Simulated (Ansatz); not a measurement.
**Ni (bcc type): how the settings move a single-point run**

Question: which choices in the input matter for Ni (bcc type)?

Computed with Ansatz 0.2.0 (reference: DFT, PBE, norm-conserving pseudopotentials, Ansatz's default files, scalar-relativistic, unless a step's input says otherwise).

1 further run of the same task is left out (it didn't finish).

**1. The starting structure**

Symmetry: Im-3m, No. 229, cubic system. The conventional cell has a = 2.800 Å, b = 2.800 Å, c = 2.800 Å, α = 90.00°, β = 90.00°, γ = 90.00°. Ni (site symmetry m-3m) has 8 Ni at 2.43 Å as nearest neighbours.

Coordinates:

```cif
data_structure
_symmetry_space_group_name_H-M 'P 1'
_symmetry_Int_Tables_number 1
_cell_length_a 2.4253
_cell_length_b 2.4253
_cell_length_c 2.4253
_cell_angle_alpha 109.471
_cell_angle_beta 109.471
_cell_angle_gamma 109.471
_cell_volume 10.98
loop_
_atom_site_label
_atom_site_type_symbol
_atom_site_fract_x
_atom_site_fract_y
_atom_site_fract_z
_atom_site_occupancy
Ni1 Ni 0.00000 0.00000 0.00000 1
```

**2. The reference run**

Contents of input.yaml:

```yaml
crystal:
  lattice:
    - [-1.4002437888, 1.4002437888, 1.4002437888]
    - [1.4002437888, -1.4002437888, 1.4002437888]
    - [1.4002437888, 1.4002437888, -1.4002437888]
  atoms:
    - { symbol: Ni, position: [0.0, 0.0, 0.0], spin: 1.0 }
magnetization:
  spin_polarized: true
kpoints:
  mp_grid: { grid: [19, 19, 19] }
scf:
  occupations: { method: fermi_dirac, width: 0.05 }
hamiltonian:
  xc: pbe
  pseudopotentials: { kind: nc }
output:
  forces: true
  stress: true
  eigenvalues: true
```

Launch:

```
> ansatz run input.yaml --threads 1 --pin off --max-ram 3072MiB --backend cpu --events-out ev --progress --plain --runs-dir out
```

**3. Changed: mp_grid.grid [28, 28, 28], xc r2scan**

Changes to input.yaml since step 2:

```diff
@@ -10,3 +10,3 @@
 kpoints:
-  mp_grid: { grid: [19, 19, 19] }
+  mp_grid: { grid: [28, 28, 28] }
 scf:
@@ -14,3 +14,3 @@
 hamiltonian:
-  xc: pbe
+  xc: r2scan
   pseudopotentials: { kind: nc }
```

Q: Predict the outcome of this session. Wanted: for each run, ending; energy change; pressure; abs. moment; force.

As calculated:

```csv
run,ending,energy change,pressure (GPa),abs. moment (μB),force (eV/Å),cycles,time
reference,converged,-,0.1,0.65,0.00,11,11 s
"1: mp_grid.grid [28, 28, 28], xc r2scan",converged,not comparable,-7.2,0.80,0.00,11,52 s
```

Residual by cycle in the longest SCF loop of each run; runs are numbered as in the table. The quantity is the density residual dr2, in eV.

```csv
cycle,reference,run 1
1,0.0774,0.0455
2,0.0114,0.0132
3,0.00489,0.00452
4,0.00347,9.4e-4
5,2.7e-4,8.3e-4
6,2.3e-6,4.2e-4
7,1.0e-5,1.2e-4
8,1.9e-8,6.0e-6
9,8.8e-9,2.2e-7
10,1.4e-8,2.7e-8
11,2.2e-11,4.7e-9
```

What this shows: A change of functional puts the total energy on another scale; the pressure goes from 0.1 to -7.2 GPa and the absolute moment goes from 0.65 to 0.80 μB. The k-point mesh changed too. Cost: 52 s against 11 s.
